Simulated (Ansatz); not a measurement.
Crystal: As.

```
CELL_PARAMETERS angstrom
2.70368 0.00000 0.00000
0.00000 2.70368 0.00000
0.00000 0.00000 2.70368
ATOMIC_POSITIONS crystal
As 0.50000 0.50000 0.50000
```

This isn't the form of As at room conditions, which is rhombohedral.

Program: Ansatz 0.2.0. Alike in all runs: task band structure; potentials or basis Ansatz PAW; cell as given; smearing fermi-dirac 0.05 eV.

Task: Order these runs on this cell by their pressure, lowest first.
A. level LDA; spin off; k mesh 10 × 10 × 10; cutoff (eV) 420
B. level PBEsol; spin off; k mesh 10 × 10 × 10; cutoff (eV) 420
C. level r2SCAN; spin SOC, no magnetisation; k mesh 7 × 7 × 7; cutoff (eV) 500
D. level BLYP; spin off; k mesh 10 × 10 × 10; cutoff (eV) 420

Result: A (-3.2 GPa), B (-1.6 GPa), C (0.6 GPa), D (8.6 GPa).

Caveats: the PAW data sets come from PBE, with cores solved anew for the run's functional, which leaves a small shift of forces and pressure; the potentials were made for another functional, which shifts forces and pressure (some runs).

Not every run made on this cell is shown here.
